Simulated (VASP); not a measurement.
# AlN in VASP: one cell, several levels of theory, part 2 of 2

VASP 6.6.1, plane waves, PAW.

## (3) Single point with PBE0

A PBE run in the same folder leaves the orbitals that the hybrid reads.

INCAR (PBE start) reads:

```
ENCUT = 520.000000
SIGMA = 0.010000
EDIFF = 1.00e-05
GGA = PE
PREC = Accurate
ISMEAR = 0
NBANDS = 11
NELM = 120
LASPH = .TRUE.
LCHARG = .FALSE.
LWAVE = .TRUE.
LREAL = .FALSE.
```

INCAR reads:

```
AEXX = 0.250000
ENCUT = 520.000000
SIGMA = 0.010000
EDIFF = 1.00e-07
ALGO = Normal
GGA = PE
PREC = Accurate
PRECFOCK = Fast
IBRION = -1
ISIF = 2
ISMEAR = 0
ISTART = 1
NBANDS = 11
NELM = 120
NSW = 0
LASPH = .TRUE.
LCHARG = .FALSE.
LHFCALC = .TRUE.
LWAVE = .FALSE.
LREAL = .FALSE.
HFRCUT = -1
```

KPOINTS reads:

```
KPOINTS created by Atomic Simulation Environment
0
Gamma
8 8 8
0 0 0
```

KPOINTS_OPT reads:

```
special points
6
Reciprocal
0.0000000000 0.0000000000 0.0000000000 1
0.5000000000 0.0000000000 0.5000000000 1
0.5000000000 0.2500000000 0.7500000000 1
0.3750000000 0.3750000000 0.7500000000 1
0.5000000000 0.5000000000 0.5000000000 1
0.6250000000 0.2500000000 0.6250000000 1
```

POSCAR reads:

```
Al N
 1.0000000000000000
    -0.0000000000000000    2.1848764129093445    2.1848764129093445
     2.1848764129093445    0.0000000000000000    2.1848764129093445
     2.1848764129093445    2.1848764129093445    0.0000000000000000
 Al  N
   1   1
Cartesian
  0.0000000000000000  0.0000000000000000  0.0000000000000000
  1.0924382064546723  1.0924382064546723  1.0924382064546723
```

Command:

```bash
> mpirun -np 1 vasp_std
```

The files below are those of the last stage.

Standard output, without the iteration lines:

```text
POSCAR found type information on POSCAR AlN
 POSCAR found :  2 types and       2 ions
 LDA part: xc-table for (Slater+PW92), standard interpolation
 found WAVECAR, reading the header
 POSCAR, INCAR and KPOINTS ok, starting setup
 FFT: planning ... GRIDC
 FFT: planning ... GRID_SOFT
 FFT: planning ... GRID
 HFRCUT set to (new)   13.6614666205222
 reading WAVECAR
 the WAVECAR file was read successfully
 initial charge from wavefunction
 entering main loop
 Start KPOINTS_OPT (optional k-point list driver)
k-point batch [1-6\6]
```

OSZICAR:

```text
N       E                     dE             d eps       ncg     rms          rms(c)
DAV:   1    -0.183089641040E+02   -0.18309E+02   -0.56315E-01   767   0.423E+00    0.891E+00
DAV:   2    -0.183135020006E+02   -0.45379E-02   -0.10568E-02   746   0.771E-01    0.603E+00
DAV:   3    -0.183129550299E+02    0.54697E-03   -0.31791E-04   755   0.126E-01    0.381E+00
DAV:   4    -0.183127346682E+02    0.22036E-03   -0.68971E-05   791   0.540E-02    0.226E+00
DAV:   5    -0.183126605880E+02    0.74080E-04   -0.19612E-05   901   0.319E-02    0.133E+00
DAV:   6    -0.183126353147E+02    0.25273E-04   -0.62112E-06   763   0.206E-02    0.774E-01
DAV:   7    -0.183126269478E+02    0.83668E-05   -0.22894E-06   815   0.125E-02    0.450E-01
DAV:   8    -0.183126242540E+02    0.26938E-05   -0.78366E-07   773   0.720E-03    0.262E-01
DAV:   9    -0.183126234356E+02    0.81839E-06   -0.29353E-07   701   0.429E-03    0.153E-01
DAV:  10    -0.183126232210E+02    0.21465E-06   -0.99803E-08   367   0.264E-03    0.900E-02
DAV:  11    -0.183126231885E+02    0.32436E-07   -0.48140E-08   390   0.188E-03
   1 F= -.18312623E+02 E0= -.18312623E+02  d E =-.282957-100
       N       E                     dE             ncg
DAV:   1     0.368917325756E+03   -0.15339E+04      132
DAV:   2     0.192419793484E+03   -0.17650E+03      153
DAV:   3     0.185560160555E+03   -0.68596E+01      165
DAV:   4     0.185477844728E+03   -0.82316E-01      162
DAV:   5     0.185476792855E+03   -0.10519E-02      165
DAV:   6     0.185476764020E+03   -0.28835E-04      178
DAV:   7     0.185476763432E+03   -0.58785E-06      162
DAV:   8     0.185476763414E+03   -0.17269E-07      146
```

OUTCAR, selected sections:

```text
k-points           NKPTS =     29   k-points in BZ     NKDIM =    512   number of bands    NBANDS=     11

   NELECT =       8.0000    total number of electrons

   dimension x,y,z NGX =    24 NGY =   24 NGZ =   24
   dimension x,y,z NGXF=    48 NGYF=   48 NGZF=   48

  energy-cutoff  :      520.00
  volume of cell :       20.86
      direct lattice vectors                 reciprocal lattice vectors
     0.000000000  2.184876413  2.184876413    -0.228845896  0.228845896  0.228845896
     2.184876413  0.000000000  2.184876413     0.228845896 -0.228845896  0.228845896
     2.184876413  2.184876413  0.000000000     0.228845896  0.228845896 -0.228845896

 k-points in reciprocal lattice and weights: KPOINTS created by Atomic Simulation Env
   0.00000000  0.00000000  0.00000000       0.002
   0.12500000  0.00000000  0.00000000       0.016
   0.25000000  0.00000000  0.00000000       0.016
   0.37500000  0.00000000  0.00000000       0.016
   0.50000000  0.00000000  0.00000000       0.008
   0.12500000  0.12500000  0.00000000       0.012
   0.25000000  0.12500000  0.00000000       0.047
   0.37500000  0.12500000  0.00000000       0.047
[... 21 more k-points ...]

 E-fermi :   4.8005

 k-point     1 :       0.0000    0.0000    0.0000
  band No.  band energies     occupation
      1     -11.8570      2.00000
      2       4.6518      2.00000
      3       4.6518      2.00000
      4       4.6518      2.00000
      5      10.9148      0.00000
      6      19.6600      0.00000
      7      19.6600      0.00000
      8      19.6600      0.00000
      9      25.0267      0.00000
     10      25.0267      0.00000
     11      26.4074      0.00000

 k-point     2 :       0.1250    0.0000    0.0000
  band No.  band energies     occupation
      1     -11.6137      2.00000
      2       3.3999      2.00000
      3       4.5624      2.00000
      4       4.5624      2.00000
      5      11.9046      0.00000
      6      19.0870      0.00000
      7      19.8560      0.00000
      8      19.8560      0.00000
      9      23.3786      0.00000
     10      23.3786      0.00000
     11      25.2432      0.00000

 k-point     3 :       0.2500    0.0000    0.0000
  band No.  band energies     occupation
      1     -10.9461      2.00000
      2       1.1112      2.00000
      3       4.3622      2.00000
      4       4.3622      2.00000
      5      13.3347      0.00000
      6      18.0967      0.00000
      7      19.4305      0.00000
      8      19.4305      0.00000
      9      23.5314      0.00000
     10      23.5314      0.00000
     11      24.4207      0.00000

 k-point     4 :       0.3750    0.0000    0.0000
  band No.  band energies     occupation
      1     -10.1059      2.00000
      2      -0.8915      2.00000
      3       4.1812      2.00000
      4       4.1812      2.00000
      5      14.0815      0.00000
      6      17.3484      0.00000
      7      18.5321      0.00000
      8      18.5321      0.00000
      9      24.7958      0.00000
     10      25.7114      0.00000
     11      25.7114      0.00000

 k-point     5 :       0.5000    0.0000    0.0000
  band No.  band energies     occupation
      1      -9.6714      2.00000
      2      -1.7377      2.00000
      3       4.1112      2.00000
      4       4.1112      2.00000
      5      14.2686      0.00000
      6      17.0554      0.00000
      7      18.1726      0.00000
      8      18.1726      0.00000
      9      25.3227      0.00000
     10      27.6631      0.00000
     11      27.6631      0.00000

 k-point     6 :       0.1250    0.1250    0.0000
  band No.  band energies     occupation
      1     -11.5331      2.00000
      2       3.4635      2.00000
      3       4.3052      2.00000
      4       4.3052      2.00000
      5      12.1760      0.00000
      6      18.7237      0.00000
      7      20.1477      0.00000
      8      20.1477      0.00000
      9      20.9352      0.00000
     10      25.5179      0.00000
     11      27.3978      0.00000

 k-point     7 :       0.2500    0.1250    0.0000
  band No.  band energies     occupation
      1     -11.0067      2.00000
      2       1.7796      2.00000
      3       4.0002      2.00000
      4       4.1016      2.00000
      5      13.2412      0.00000
      6      18.0234      0.00000
      7      18.7918      0.00000
      8      20.3014      0.00000
      9      21.4683      0.00000
     10      25.3847      0.00000
     11      26.6139      0.00000

 k-point     8 :       0.3750    0.1250    0.0000
  band No.  band energies     occupation
      1     -10.2103      2.00000
      2      -0.1738      2.00000
      3       3.7467      2.00000
      4       3.8260      2.00000
      5      14.0265      0.00000
      6      16.7987      0.00000
      7      18.7800      0.00000
      8      19.5889      0.00000
      9      23.0069      0.00000
     10      26.5190      0.00000
     11      26.8355      0.00000

 k-point     9 :       0.5000    0.1250    0.0000
  band No.  band energies     occupation
      1      -9.5955      2.00000
      2      -1.3808      2.00000
      3       3.3758      2.00000
      4       3.8630      2.00000
      5      14.5994      0.00000
      6      15.8226      0.00000
      7      18.8911      0.00000
      8      19.2443      0.00000
      9      24.8141      0.00000
     10      27.2056      0.00000
     11      27.7767      0.00000

 k-point    10 :      -0.3750    0.1250    0.0000
  band No.  band energies     occupation
      1      -9.7420      2.00000
      2      -1.1091      2.00000
      3       3.2004      2.00000
      4       4.0886      2.00000
      5      14.9245      0.00000
      6      15.7697      0.00000
      7      18.7591      0.00000
      8      19.1949      0.00000
      9      25.1902      0.00000
     10      25.8423      0.00000
     11      27.5596      0.00000

 k-point    11 :      -0.2500    0.1250    0.0000
  band No.  band energies     occupation
      1     -10.4896      2.00000
      2       0.4228      2.00000
      3       3.3474      2.00000
      4       4.3911      2.00000
      5      14.2387      0.00000
      6      17.1928      0.00000
      7      18.7926      0.00000
      8      19.3285      0.00000
      9      22.6092      0.00000
     10      25.3281      0.00000
     11      27.0161      0.00000

 k-point    12 :      -0.1250    0.1250    0.0000
  band No.  band energies     occupation
      1     -11.2279      2.00000
      2       2.2510      2.00000
      3       3.8926      2.00000
      4       4.5973      2.00000
      5      12.9922      0.00000
      6      18.5998      0.00000
      7      19.1780      0.00000
      8      20.0835      0.00000
      9      21.5618      0.00000
     10      23.9277      0.00000
     11      27.4126      0.00000

 k-point    13 :       0.2500    0.2500    0.0000
  band No.  band energies     occupation
      1     -10.6494      2.00000
      2       1.5285      2.00000
      3       3.5660      2.00000
      4       3.5660      2.00000
      5      12.7748      0.00000
      6      17.2221      0.00000
      7      18.6670      0.00000
      8      21.3176      0.00000
      9      21.3177      0.00000
     10      26.9803      0.00000
     11      30.1965      0.00000

 k-point    14 :       0.3750    0.2500    0.0000
  band No.  band energies     occupation
      1      -9.9975      2.00000
      2       0.3751      2.00000
      3       3.0071      2.00000
      4       3.3048      2.00000
      5      12.4043      0.00000
      6      16.9090      0.00000
      7      18.8332      0.00000
      8      21.3594      0.00000
      9      22.3200      0.00000
     10      28.1092      0.00000
     11      29.9185      0.00000

 k-point    15 :       0.5000    0.2500    0.0000
  band No.  band energies     occupation
      1      -9.3821      2.00000
      2      -0.5546      2.00000
      3       2.1056      2.00000
      4       3.3297      2.00000
      5      12.6832      0.00000
      6      17.0268      0.00000
      7      19.4206      0.00000
      8      20.6644      0.00000
      9      23.0598      0.00000
     10      28.3150      0.00000
     11      30.2888      0.00000

 k-point    16 :      -0.3750    0.2500    0.0000
  band No.  band energies     occupation
      1      -9.2910      2.00000
      2      -0.6258      2.00000
      3       1.5146      2.00000
      4       3.6283      2.00000
      5      13.5487      0.00000
      6      16.7867      0.00000
      7      19.6683      0.00000
      8      20.0352      0.00000
      9      24.2723      0.00000
     10      25.6106      0.00000
     11      30.0673      0.00000

[... the tables of k-points 17 to 29 left out ...]

  Total       -0.1038836     -0.1038836     -0.1038836      0.0000000      0.0000000     -0.0000000
  in kB       -7.9789759     -7.9789759     -7.9789759      0.0000000      0.0000000     -0.0000000
  external PRESSURE =      -7.9789759 kB  Pullay stress =       0.0000000 kB

 POSITION                                       TOTAL-FORCE (eV/Angst)
 -----------------------------------------------------------------------------------
      0.00000      0.00000      0.00000        -0.000000     -0.000000     -0.000000
      1.09244      1.09244      1.09244         0.000000      0.000000      0.000000
 -----------------------------------------------------------------------------------
    total drift:                                0.000002     -0.000000      0.000000

  FREE ENERGIE OF THE ION-ELECTRON SYSTEM (eV)
  ---------------------------------------------------
  free  energy   TOTEN  =       -18.3126231885 eV

  energy  without entropy=      -18.3126231885  energy(sigma->0) =      -18.31262319
```

Hardware: 1 MPI rank of Intel Xeon 6975P-C, shared host.

The levels at the points of KPOINTS_OPT are read from vasprun.xml.

Near the gap, in eV above the top of the last filled band v; c is the band after it:

```tsv
point	v−1	v	c	c+1
Γ	0.00	0.00	6.26	15.01
X	-1.96	-1.96	5.28	10.83
W	-3.76	-2.90	8.21	13.86
K	-3.95	-1.52	7.25	12.50
L	-0.54	-0.54	9.62	12.40
U	-3.95	-1.52	7.25	12.50
```

Gap with PBE0: 5.28 eV, valence top at Γ, conduction bottom at (0.50, 0.50, 0.00). Least direct gap: 6.26 eV. Pressure: -0.80 GPa; the forces vanish within 0.01 eV/Å.

## (4) What came out

The summary covers parts 1 to 2.

```
level  gap (eV)  pressure (GPa)  Ansatz: gap (eV)  Ansatz: pressure (GPa)
HSE06      4.55           -0.80              4.55                       –
 PBE0      5.28           -0.80              5.28                       –
```

What this shows: The gap spans 4.55 eV (HSE06) to 5.28 eV (PBE0). The two programs agree on the gap within 0.01 eV, far less than the spread between functionals. Each program uses its own PAW datasets and cutoff.
